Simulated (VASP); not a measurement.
A run of VASP 6.6.1 is set up as follows.

Contents of run.py:

```python
from ase.calculators.vasp import Vasp
from ase.dft.bandgap import bandgap
from ase.io import read

atoms = read('Co.xyz')
atoms.set_initial_magnetic_moments([2.0, 2.0])
calc = Vasp(
    directory='calc',
    xc='rev-vdw-df2',
    pp='PBE',
    setups='recommended',
    prec='Accurate',
    encut=520,
    ediff=1e-06,
    ismear=1,
    sigma=0.2,
    lreal=False,
    lasph=True,
    nelm=120,
    algo='Fast',
    isif=2,
    lwave=False,
    lcharg=True,
    ispin=2,
    lorbit=11,
    lmaxmix=4,
    ldautype=2,
    ldauprint=1,
    ldau_luj={'Co': {'L': 2, 'U': 5, 'J': 0}},
    kpts=[12, 12, 7],
    gamma=True,
    nbands=20,
)
atoms.calc = calc

print('energy (eV):', atoms.get_potential_energy())
print('free energy (eV):', atoms.get_potential_energy(force_consistent=True))
efermi = calc.get_fermi_level()
print('Fermi level (eV):', efermi)
path = atoms.cell.bandpath(npoints=40, eps=1e-4)
print('path:', path.path)
calc.set(kpts=path.kpts, reciprocal=True, icharg=11, isym=0, lcharg=False)
calc.calculate(atoms)
print('gap on the path (eV):', bandgap(calc, efermi=efermi)[0])
print('direct gap on the path (eV):', bandgap(calc, efermi=efermi, direct=True)[0])
```

Contents of Co.xyz:

```xyz
2
Lattice="2.5190008700 0.0000000000 0.0000000000 -1.2595004300 2.1815187500 0.0000000000 0.0000000000 0.0000000000 4.0910000000" Properties=species:S:1:pos:R:3 pbc="T T T"
Co     0.1329289387      1.4194117192      0.8137899020
Co     1.2766976556      0.7076366891      3.2227057050
```

Potentials or basis: VASP PAW PBE potentials, release 64 (Co).

Run with:

```bash
$ python run.py
```

Q: Estimate the net moment.

A: 3.93 μB per cell.

Q: Predict the band gap along the path.

A: None (metal or under the smearing width).

Levels at the corners of the path, in eV from the Fermi level:
Spin up:
| point | band 7 | band 8 | band 9 | band 10 | band 11 | band 12 | band 13 | band 14 | band 15 | band 16 |
| --- | --- | --- | --- | --- | --- | --- | --- | --- | --- | --- |
| Γ | -4.92 | -4.54 | -4.24 | -3.01 | -2.71 | 0.03 | 4.08 | 20.97 | 22.68 | 22.89 |
| M | -4.08 | -3.62 | -3.39 | -2.48 | -0.26 | 2.26 | 7.74 | 9.99 | 10.56 | 12.43 |
| K | -4.26 | -3.52 | -3.49 | -3.17 | 3.30 | 4.01 | 4.21 | 11.23 | 11.30 | 11.61 |
| Γ | -4.92 | -4.54 | -4.24 | -3.01 | -2.71 | 0.03 | 4.08 | 20.97 | 22.68 | 22.89 |
| A | -5.05 | -4.50 | -4.28 | -3.99 | -2.95 | -2.82 | 11.58 | 14.54 | 21.47 | 22.62 |
| L | -3.87 | -3.57 | -3.39 | -2.72 | 0.73 | 1.76 | 5.02 | 6.11 | 16.25 | 17.82 |
| H | -4.73 | -4.00 | -3.46 | -3.35 | 4.69 | 4.74 | 5.21 | 6.80 | 8.09 | 8.26 |
| A | -5.05 | -4.50 | -4.28 | -3.99 | -2.95 | -2.82 | 11.58 | 14.54 | 21.47 | 22.62 |
| L | -3.87 | -3.57 | -3.39 | -2.72 | 0.73 | 1.76 | 5.02 | 6.11 | 16.25 | 17.82 |
| M | -4.08 | -3.62 | -3.39 | -2.48 | -0.26 | 2.26 | 7.74 | 9.99 | 10.56 | 12.43 |
| K | -4.26 | -3.52 | -3.49 | -3.17 | 3.30 | 4.01 | 4.21 | 11.23 | 11.30 | 11.61 |
| H | -4.73 | -4.00 | -3.46 | -3.35 | 4.69 | 4.74 | 5.21 | 6.80 | 8.09 | 8.26 |
Spin down:
| point | band 3 | band 4 | band 5 | band 6 | band 7 | band 8 | band 9 | band 10 | band 11 | band 12 |
| --- | --- | --- | --- | --- | --- | --- | --- | --- | --- | --- |
| Γ | -3.60 | -3.46 | -1.82 | -1.70 | -0.75 | 0.60 | 0.86 | 1.26 | 1.39 | 1.54 |
| M | -3.49 | -3.14 | -1.45 | -1.21 | -0.78 | 0.93 | 2.04 | 2.47 | 2.87 | 4.90 |
| K | -4.11 | -2.60 | -2.10 | -1.17 | -1.09 | 1.84 | 1.92 | 2.10 | 5.16 | 5.81 |
| Γ | -3.60 | -3.46 | -1.82 | -1.70 | -0.75 | 0.60 | 0.86 | 1.26 | 1.39 | 1.54 |
| A | -3.64 | -3.61 | -1.64 | -1.61 | -1.44 | 0.30 | 0.49 | 0.81 | 1.62 | 1.87 |
| L | -3.28 | -3.20 | -1.16 | -0.93 | 0.81 | 0.91 | 1.12 | 2.17 | 2.22 | 3.80 |
| H | -3.81 | -3.51 | -2.23 | -0.73 | -0.48 | 1.45 | 1.70 | 1.85 | 6.13 | 6.20 |
| A | -3.64 | -3.61 | -1.64 | -1.61 | -1.44 | 0.30 | 0.49 | 0.81 | 1.62 | 1.87 |
| L | -3.28 | -3.20 | -1.16 | -0.93 | 0.81 | 0.91 | 1.12 | 2.17 | 2.22 | 3.80 |
| M | -3.49 | -3.14 | -1.45 | -1.21 | -0.78 | 0.93 | 2.04 | 2.47 | 2.87 | 4.90 |
| K | -4.11 | -2.60 | -2.10 | -1.17 | -1.09 | 1.84 | 1.92 | 2.10 | 5.16 | 5.81 |
| H | -3.81 | -3.51 | -2.23 | -0.73 | -0.48 | 1.45 | 1.70 | 1.85 | 6.13 | 6.20 |

Caveat: the log is that of the step along the path at fixed density, whose energy, stress, charges and moments have no meaning; the U is typed as a test and isn't derived for this compound. The state reached can hang on the start; a lower one may exist.
